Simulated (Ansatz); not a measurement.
Input of an Ansatz 0.2.0 run:

The input input.yaml:

```yaml
crystal:
  lattice:
    - [-1.89113827, 1.89779276, 1.87320021]
    - [1.8971113, -1.92153722, 1.90291771]
    - [1.88324499, 1.91364394, -1.89694467]
  atoms:
    - { symbol: Sn, position: [0.0, 0.0, 0.0] }
hamiltonian:
  xc: blyp
  pseudopotentials: { kind: paw }
kpoints:
  mp_grid: { grid: [10, 10, 10] }
scf:
  occupations: { method: fermi_dirac, width: 0.05 }
output:
  forces: true
  stress: true
  eigenvalues: true
  write_density: true
  write_potential: true
  elf: true
  volumetric_format: npy
relax:
  f_tol: 0.01
  max_steps: 40
  cell: { stress_tol: 0.05 }
```

Potentials or basis: Ansatz PAW.

The run is started by

```bash
$ ansatz run input.yaml --threads 2 --pin off --max-ram 5632MiB --backend cpu --events-out ev --progress --plain --runs-dir out
```

Problem. Predict the space group after relaxing (to 0.05 Å).

Solution. I4/mmm (No. 139).

Problem. Predict the relaxed volume.

Solution. 30.88 Å³/atom.

The path:
```tsv
step	energy change (eV)	largest force (eV/Å)	volume (Å³)
1	0.0000	0.0000	27.20
2	-0.0547	0.0000	30.52
3	-0.0571	0.0000	30.81
4	-0.0659	0.0000	31.30
5	-0.0730	0.0000	31.19
6	-0.0736	0.0000	30.26
7	-0.0748	0.0000	30.77
8	-0.0748	0.0000	30.74
9	-0.0749	0.0000	30.73
10	-0.0749	0.0000	30.68
11	-0.0751	0.0000	30.66
12	-0.0761	0.0000	30.66
13	-0.0762	0.0000	30.72
14	-0.0763	0.0000	30.69
15	-0.0786	0.0000	30.69
16	-0.0791	0.0000	30.79
17	-0.0797	0.0000	30.79
18	-0.0820	0.0000	30.85
19	-0.0845	0.0000	30.71
20	-0.0847	0.0000	30.91
21	-0.0849	0.0000	30.88
22	-0.0855	0.0000	30.92
23	-0.0866	0.0000	31.00
24	-0.0867	0.0000	30.90
25	-0.0868	0.0000	30.71
26	-0.0869	0.0000	30.86
27	-0.0869	0.0000	30.91
28	-0.0869	0.0000	30.89
29	-0.0869	0.0000	30.88
30	-0.0870	0.0000	30.88
```

Caveat: the plane-wave basis is chosen anew once the cell has moved, so the energies of steps on either side of that aren't comparable; the PAW data sets come from PBE, with cores solved anew for the run's functional, which leaves a small shift of forces and pressure.
